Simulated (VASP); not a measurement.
# BN (F-43m) in VASP: a series of runs

The runs below take BN through relaxation of cell and atoms, with PBEsol, RPBE.

Program: VASP 6.6.1. These are calculated values, not measurements. Logs are shortened: lines on timing, memory, paths and dates and some standing lists are left out, and cuts for length are marked.

### Step 1. The structure

Symmetry: F-43m, No. 216, cubic system. The conventional cell has a = 3.626 Å, b = 3.626 Å, c = 3.626 Å, α = 90.00°, β = 90.00°, γ = 90.00°. B (site symmetry -43m) is surrounded by 4 N at 1.57 Å. N (site symmetry -43m) is surrounded by 4 B at 1.57 Å.

The cell is a database's computed one.

### Step 2. Relaxation of cell and atoms, PBEsol

Contents of INCAR:

```
ALGO     = Normal         # electronic algorithm
EDIFF    = 1E-7           # SCF threshold, eV
EDIFFG   = -0.005         # ionic threshold
ENCUT    = 580            # plane-wave cutoff, eV
GGA      = PS             # functional
IBRION   = 2              # ionic algorithm
ISIF     = 3              # what is computed and relaxed
ISMEAR   = 0              # smearing method
LASPH    = True           # aspherical terms in the spheres
LCHARG   = False          # write CHGCAR
LREAL    = False          # projectors in reciprocal space
LWAVE    = False          # write WAVECAR
NELM     = 100            # most SCF steps
NSW      = 90             # ionic steps
PREC     = Accurate       # precision mode
SIGMA    = 0.02           # smearing width, eV
```

Contents of KPOINTS:

```
k-points
0
Gamma
  12 12 12
```

Contents of POSCAR:

```
BN
1.0
    0.0000000000      1.8130010000      1.8130010000
    1.8130010000      0.0000000000      1.8130010000
    1.8130010000      1.8130010000      0.0000000000
B N
1 1
Direct
    0.0000000000      0.0000000000      0.0000000000
    0.2500000000      0.2500000000      0.2500000000
```

Potentials or basis: VASP PAW PBE potentials, release 64 (B, N).

Started as:

```
cat potpaw_PBE.64/B/POTCAR potpaw_PBE.64/N/POTCAR > POTCAR
mpirun -np 1 vasp_std > vasp.out
```

OUTCAR:

```text
EDIFF = 1E-7
   EDIFFG = -0.005
   ENCUT = 580
   GGA = PS
   IBRION = 2
   ISIF = 3
   ISMEAR = 0
   LASPH = True
   LREAL = False
   NELM = 100
   NSW = 90
   PREC = Accurate

 ion  position               nearest neighbor table
   1  0.000  0.000  0.000-   2 1.57   2 1.57   2 1.57   2 1.57
   2  0.250  0.250  0.250-   1 1.57   1 1.57   1 1.57   1 1.57

  LATTYP: Found a face centered cubic cell.
 ALAT       =     3.6260020000

  Lattice vectors:

 A1 = (   0.0000000000,   1.8130010000,   1.8130010000)
 A2 = (   1.8130010000,   0.0000000000,   1.8130010000)
 A3 = (   1.8130010000,   1.8130010000,   0.0000000000)

Analysis of symmetry for initial positions (statically):
=====================================================================
 Subroutine PRICEL returns:
 Original cell was already a primitive cell.

 Routine SETGRP: Setting up the symmetry group for a
 face centered cubic supercell.

 Subroutine GETGRP returns: Found 24 space group operations
 (whereof 24 operations were pure point group operations)
 out of a pool of 48 trial point group operations.

The static configuration has the point symmetry T_d .

Analysis of symmetry for dynamics (positions and initial velocities):
=====================================================================
 Subroutine PRICEL returns:
 Original cell was already a primitive cell.

 Routine SETGRP: Setting up the symmetry group for a
 face centered cubic supercell.

 Subroutine GETGRP returns: Found 24 space group operations
 (whereof 24 operations were pure point group operations)
 out of a pool of 48 trial point group operations.

The dynamic configuration has the point symmetry T_d .

 Subroutine INISYM returns: Found 24 space group operations
 (whereof 24 operations are pure point group operations),
 and found     1 'primitive' translations

----------------------------------------------------------------------------------------

                                     Primitive cell

  volume of cell :      11.9186

  direct lattice vectors                    reciprocal lattice vectors
     0.000000000  1.813001000  1.813001000    -0.275785838  0.275785838  0.275785838
     1.813001000  0.000000000  1.813001000     0.275785838 -0.275785838  0.275785838
     1.813001000  1.813001000  0.000000000     0.275785838  0.275785838 -0.275785838

  length of vectors
     2.563970603  2.563970603  2.563970603     0.477675083  0.477675083  0.477675083

  position of ions in fractional coordinates (direct lattice)
     0.000000000  0.000000000  0.000000000
[... 97 lines left out ...]
     AMIX     =   0.40;   BMIX     =  1.00
     AMIX_MAG =   1.60;   BMIX_MAG =  1.00
  volume/ion in A,a.u.               =       5.96        40.22
  Fermi-wavevector in a.u.,A,eV,Ry     =   1.433387  2.708709 27.954506  2.054598
  Thomas-Fermi vector in A             =   2.552911
   LORBIT       =      0    0 simple, 1 ext, 2 COOP (PROOUT), +10 PAW based schemes
   GGA     = PS    functional components
   LHFCALC =     F    Hartree Fock is set to
   AEXX    =    0.0000 exact exchange contribution
   IVDW    =     0    specifies the selected vdW correction
   LEPSILON=     F    determine dielectric tensor
   LRPA    =     F    only Hartree local field effects (RPA)
 conjugate gradient relaxation of ions
 non-spin polarized calculation
 Gauss-broadening in eV      SIGMA  =   0.02
  energy-cutoff  :      580.00
  volume of cell :       11.92
 maximum number of plane-waves:       388
   NGX =  9   NGY =  9   NGZ =  9

--------------------------------------- Ionic step        1  -------------------------------------------

 number of electron       7.9999999 magnetization

 Free energy of the ion-electron system (eV)
  ---------------------------------------------------
  ext. energy  EPLUGINS =         0.00000000
  ---------------------------------------------------
  free energy    TOTEN  =       -18.34657475 eV

  energy without entropy =      -18.34657475  energy(sigma->0) =      -18.34657475

------------------------ aborting loop because EDIFF is reached ----------------------------------------

  FORCE on cell =-STRESS in cart. coord.  units (eV):
  Direction    XX          YY          ZZ          XY          YZ          ZX
  --------------------------------------------------------------------------------------
  -------------------------------------------------------------------------------------
  Total       -0.4439011     -0.4439011     -0.4439011     -0.0000000     -0.0000000      0.0000000
  in kB      -59.6722899    -59.6722899    -59.6722899     -0.0000000     -0.0000000      0.0000000
  external PRESSURE =     -59.6722899 kB  Pullay stress =       0.0000000 kB
[... 59 lines left out ...]
--------------------------------------- Ionic step        3  -------------------------------------------

 number of electron       7.9999999 magnetization

 Free energy of the ion-electron system (eV)
  ---------------------------------------------------
  ext. energy  EPLUGINS =         0.00000000
  ---------------------------------------------------
  free energy    TOTEN  =       -18.35012797 eV

  energy without entropy =      -18.35012797  energy(sigma->0) =      -18.35012797

 E-fermi :   7.5528     XC(G=0): -13.0493

 val. band max:        7.4464634693   @ k =   0.0000   0.0000   0.0000
 cond. band min:      11.7297946575   @ k =   0.5000   0.5000   0.0000
 fundamental gap:      4.2833311882
 Fermi energy:         7.5528075891

 k-point     1 :       0.0000    0.0000    0.0000
  band No.  band energies     occupation
      1     -12.8840      2.00000
      2       7.4465      2.00000
      3       7.4465      2.00000
      4       7.4465      2.00000
      5      16.2398      0.00000
      6      16.2398      0.00000
      7      16.2398      0.00000
      8      17.8237      0.00000
[... 243 lines left out ...]
 k-point    24 :      -0.4167    0.1667    0.0000
  band No.  band energies     occupation
      1      -8.2152      2.00000
      2      -2.6923      2.00000
      3       3.2747      2.00000
      4       4.8451      2.00000
      5      16.6625      0.00000
      6      19.6669      0.00000
      7      19.6699      0.00000
      8      23.1326      0.00000

 [... further k-points ...]

------------------------ aborting loop because EDIFF is reached ----------------------------------------

  FORCE on cell =-STRESS in cart. coord.  units (eV):
  Direction    XX          YY          ZZ          XY          YZ          ZX
  --------------------------------------------------------------------------------------
  -------------------------------------------------------------------------------------
  Total       -0.0008403     -0.0008403     -0.0008403     -0.0000000      0.0000000      0.0000000
  in kB       -0.1147640     -0.1147640     -0.1147640     -0.0000000      0.0000000      0.0000000
  external PRESSURE =      -0.1147640 kB  Pullay stress =       0.0000000 kB
[... 17 lines left out ...]
  FREE ENERGIE OF THE ION-ELECTRON SYSTEM (eV)
  ---------------------------------------------------
  free  energy   TOTEN  =       -18.3501279654 eV

  energy  without entropy=      -18.3501279654  energy(sigma->0) =      -18.35012797

 reached required accuracy - stopping structural energy minimisation
```

Run time: 9.3 s. Hardware: 1 thread of Intel Xeon 6975P-C (Granite Rapids), shared host; peak memory 0.12 GiB.

Results:

```
Free energy                            : -18.3501 eV
Relaxed volume                         : 5.87 Å³/atom
Relaxed cell                           : a = 2.550 Å, b = 2.550 Å, c = 2.550 Å, α = 60.00°, β = 60.00°, γ = 60.00°
Space group after relaxing (to 0.05 Å) : F-43m (No. 216)
Energy gained by relaxing              : 1.8 meV/atom
Ionic steps                            : 3
Pressure after relaxing                : 0.0 GPa
Band gap on the k mesh                 : 4.28 eV, indirect (least direct gap 8.79 eV)
```

The path:
```tsv
step	energy change (eV)	largest force (eV/Å)	pressure (GPa)	volume (Å³)
1	0.0000	0.0000	-5.97	11.92
2	0.0003	0.0000	6.53	11.54
3	-0.0036	0.0000	-0.01	11.73
```

Final structure:
```cif
data_structure
_symmetry_space_group_name_H-M 'P 1'
_symmetry_Int_Tables_number 1
_cell_length_a 2.5504
_cell_length_b 2.5504
_cell_length_c 2.5504
_cell_angle_alpha 60.000
_cell_angle_beta 60.000
_cell_angle_gamma 60.000
_cell_volume 11.73
loop_
_atom_site_label
_atom_site_type_symbol
_atom_site_fract_x
_atom_site_fract_y
_atom_site_fract_z
_atom_site_occupancy
B1 B 0.00000 0.00000 0.00000 1
N1 N 0.25000 0.25000 0.25000 1
```

Caveat: the PAW data sets were made with another functional, which shifts forces and pressure a little. A hybrid or GW would open this gap; PBEsol tends to underestimate it.

### Step 3. Relaxation of cell and atoms, PBEsol

INCAR, as its differences from that of step 2:

```diff
@@ -3,3 +3,3 @@
 EDIFFG   = -0.005         # ionic threshold
-ENCUT    = 580            # plane-wave cutoff, eV
+ENCUT    = 480            # plane-wave cutoff, eV
 GGA      = PS             # functional
```

KPOINTS is that of step 2.

POSCAR is that of step 2.

Potentials or basis: VASP PAW PBE potentials, release 64 (B_s, N_s).

Started as:

```
cat potpaw_PBE.64/B_s/POTCAR potpaw_PBE.64/N_s/POTCAR > POTCAR
mpirun -np 1 vasp_std > vasp.out
```

Run time: 7.5 s. Hardware: 1 thread of Intel Xeon 6975P-C (Granite Rapids), shared host; peak memory 0.11 GiB.

It converged, with:

```yaml
Free_energy: -18.3232 eV
Relaxed_volume: 5.88 Å³/atom
Relaxed_cell: a = 2.552 Å, b = 2.552 Å, c = 2.552 Å, α = 60.00°, β = 60.00°, γ = 60.00°
Space_group_after_relaxing_to_0.05_Å: F-43m (No. 216)
Energy_gained_by_relaxing: 1.3 meV/atom
Ionic_steps: 3
Pressure_after_relaxing: 0.0 GPa
Band_gap_on_the_k_mesh: 4.30 eV, indirect (least direct gap 8.79 eV)
```

The path:
```
step  energy change (eV)  largest force (eV/Å)  pressure (GPa)  volume (Å³)
   1              0.0000                0.0000           -5.15        11.92
   2              0.0003                0.0000            5.70        11.59
   3             -0.0026                0.0000           -0.01        11.76
```

Final structure:
```
B N
1.0
     0.00000    1.80483    1.80483
     1.80483    0.00000    1.80483
     1.80483    1.80483    0.00000
B N
1 1
Direct
  0.00000 0.00000 0.00000
  0.25000 0.25000 0.25000
```

Levels at points of the mesh, in eV from the valence-band top:
```tsv
k point	band 1	band 2	band 3	band 4	band 5	band 6	band 7	band 8
(0.00, 0.00, 0.00)	-20.31	0.00	0.00	0.00	8.79	8.79	8.79	10.34
(0.50, 0.00, 0.00)	-16.02	-10.84	-1.96	-1.96	10.17	10.66	10.66	15.11
(0.50, 0.50, 0.00)	-14.63	-9.01	-4.98	-4.98	4.30	9.14	17.93	17.93
```

Caveat: the PAW data sets were made with another functional, which shifts forces and pressure a little.

### Step 4. Relaxation of cell and atoms, RPBE

INCAR, as its differences from that of step 3:

```diff
@@ -3,4 +3,4 @@
 EDIFFG   = -0.005         # ionic threshold
-ENCUT    = 480            # plane-wave cutoff, eV
-GGA      = PS             # functional
+ENCUT    = 600            # plane-wave cutoff, eV
+GGA      = RP             # functional
 IBRION   = 2              # ionic algorithm
```

KPOINTS is that of step 3.

POSCAR is that of step 3.

Potentials or basis: VASP PAW PBE potentials, release 64 (B, N).

Started as:

```
cat potpaw_PBE.64/B/POTCAR potpaw_PBE.64/N/POTCAR > POTCAR
mpirun -np 1 vasp_std > vasp.out
```

OUTCAR:

```text
EDIFF = 1E-7
   EDIFFG = -0.005
   ENCUT = 600
   GGA = RP
   IBRION = 2
   ISIF = 3
   ISMEAR = 0
   LASPH = True
   LREAL = False
   NELM = 100
   NSW = 90
   PREC = Accurate

 ion  position               nearest neighbor table
   1  0.000  0.000  0.000-   2 1.57   2 1.57   2 1.57   2 1.57
   2  0.250  0.250  0.250-   1 1.57   1 1.57   1 1.57   1 1.57

  LATTYP: Found a face centered cubic cell.
 ALAT       =     3.6260020000

  Lattice vectors:

 A1 = (   0.0000000000,   1.8130010000,   1.8130010000)
 A2 = (   1.8130010000,   0.0000000000,   1.8130010000)
 A3 = (   1.8130010000,   1.8130010000,   0.0000000000)

Analysis of symmetry for initial positions (statically):
=====================================================================
 Subroutine PRICEL returns:
 Original cell was already a primitive cell.

 Routine SETGRP: Setting up the symmetry group for a
 face centered cubic supercell.

 Subroutine GETGRP returns: Found 24 space group operations
 (whereof 24 operations were pure point group operations)
 out of a pool of 48 trial point group operations.

The static configuration has the point symmetry T_d .

Analysis of symmetry for dynamics (positions and initial velocities):
=====================================================================
 Subroutine PRICEL returns:
 Original cell was already a primitive cell.

[... 227 lines left out ...]
--------------------------------------- Ionic step        3  -------------------------------------------

 number of electron       8.0000000 magnetization

 Free energy of the ion-electron system (eV)
  ---------------------------------------------------
  ext. energy  EPLUGINS =         0.00000000
  ---------------------------------------------------
  free energy    TOTEN  =       -16.62973324 eV

  energy without entropy =      -16.62973324  energy(sigma->0) =      -16.62973324

 E-fermi :   7.3090     XC(G=0): -12.6089

 val. band max:        7.2270768933   @ k =   0.0000   0.0000   0.0000
 cond. band min:      11.6926292652   @ k =   0.5000   0.5000   0.0000
 fundamental gap:      4.4655523719
 Fermi energy:         7.3089728419

 k-point     1 :       0.0000    0.0000    0.0000
  band No.  band energies     occupation
      1     -12.8027      2.00000
      2       7.2271      2.00000
      3       7.2271      2.00000
      4       7.2271      2.00000
      5      15.9888      0.00000
      6      15.9888      0.00000
      7      15.9888      0.00000
      8      17.1873      0.00000
[... 243 lines left out ...]
 k-point    24 :      -0.4167    0.1667    0.0000
  band No.  band energies     occupation
      1      -8.3603      2.00000
      2      -2.5761      2.00000
      3       3.1754      2.00000
      4       4.7223      2.00000
      5      16.4565      0.00000
      6      19.1672      0.00000
      7      19.3490      0.00000
      8      22.6932      0.00000

 [... further k-points ...]

------------------------ aborting loop because EDIFF is reached ----------------------------------------

  FORCE on cell =-STRESS in cart. coord.  units (eV):
  Direction    XX          YY          ZZ          XY          YZ          ZX
  --------------------------------------------------------------------------------------
  -------------------------------------------------------------------------------------
  Total       -0.0000544     -0.0000544     -0.0000544      0.0000000      0.0000000     -0.0000000
  in kB       -0.0072119     -0.0072119     -0.0072119      0.0000000      0.0000000     -0.0000000
  external PRESSURE =      -0.0072119 kB  Pullay stress =       0.0000000 kB
[... 17 lines left out ...]
  FREE ENERGIE OF THE ION-ELECTRON SYSTEM (eV)
  ---------------------------------------------------
  free  energy   TOTEN  =       -16.6297332411 eV

  energy  without entropy=      -16.6297332411  energy(sigma->0) =      -16.62973324

 reached required accuracy - stopping structural energy minimisation
```

CONTCAR:

```text
BN
   1.00000000000000
    -0.0000000000000000    1.8218988718576865    1.8218988718576865
     1.8218988718576865   -0.0000000000000000    1.8218988718576865
     1.8218988718576865    1.8218988718576865   -0.0000000000000000
  B               N
     1     1
Direct
     0.0000000000000000    0.0000000000000000    0.0000000000000000
     0.2500000000000000    0.2500000000000000    0.2500000000000000

  0.00000000E+00  0.00000000E+00  0.00000000E+00
  0.00000000E+00  0.00000000E+00  0.00000000E+00
```

Wall time 9.3 s (1 thread of Intel Xeon 6975P-C (Granite Rapids), shared host); peak memory 0.12 GiB.

What came out:

| Property | Result |
| --- | --- |
| Free energy | -16.6297 eV |
| Relaxed volume | 6.05 Å³/atom |
| Relaxed cell | a = 2.577 Å, b = 2.577 Å, c = 2.577 Å, α = 60.00°, β = 60.00°, γ = 60.00° |
| Space group after relaxing (to 0.05 Å) | F-43m (No. 216) |
| Energy gained by relaxing | 1.5 meV/atom |
| Ionic steps | 3 |
| Pressure after relaxing | 0.0 GPa |
| Band gap on the k mesh | 4.47 eV, indirect (least direct gap 8.76 eV) |

Step by step:
```
step  energy change (eV)  largest force (eV/Å)  pressure (GPa)  volume (Å³)
   1              0.0000                0.0000            5.43        11.92
   2             -0.0001                0.0000           -5.05        12.27
   3             -0.0029                0.0000            0.00        12.09
```

Final structure:
```
B N
1.0
     0.00000    1.82190    1.82190
     1.82190    0.00000    1.82190
     1.82190    1.82190    0.00000
B N
1 1
Direct
  0.00000 0.00000 0.00000
  0.25000 0.25000 0.25000
```

Levels at points of the mesh, in eV from the valence-band top:
| k point | band 1 | band 2 | band 3 | band 4 | band 5 | band 6 | band 7 | band 8 |
| --- | --- | --- | --- | --- | --- | --- | --- | --- |
| (0.00, 0.00, 0.00) | -20.03 | 0.00 | 0.00 | 0.00 | 8.76 | 8.76 | 8.76 | 9.96 |
| (0.50, 0.00, 0.00) | -15.94 | -10.48 | -1.89 | -1.89 | 9.83 | 10.62 | 10.62 | 15.11 |
| (0.50, 0.50, 0.00) | -14.61 | -8.79 | -4.79 | -4.79 | 4.47 | 9.12 | 17.67 | 17.67 |

Caveat: the PAW data sets were made with another functional, which shifts forces and pressure a little.

### Step 5. The runs side by side

| level | potentials or basis | cutoff (eV) | gap on the mesh (eV) | pressure (GPa) | relaxed volume (Å³/atom) |
| --- | --- | --- | --- | --- | --- |
| PBEsol | VASP PAW PBE potentials, release 64 (B, N) | 580 | 4.28 | 0.0 | 5.87 |
| PBEsol | VASP PAW PBE potentials, release 64 (B_s, N_s) | 480 | 4.30 | 0.0 | 5.88 |
| RPBE | VASP PAW PBE potentials, release 64 (B, N) | 600 | 4.47 | 0.0 | 6.05 |

Alike in all rows: task relaxation of cell and atoms; no spin polarisation; cell relaxed; k mesh 12 × 12 × 12; smearing gaussian 0.02 eV.

Caveats: the PAW data sets were made with another functional, which shifts forces and pressure a little.

Absolute energies hang on the potentials; compare differences alone.
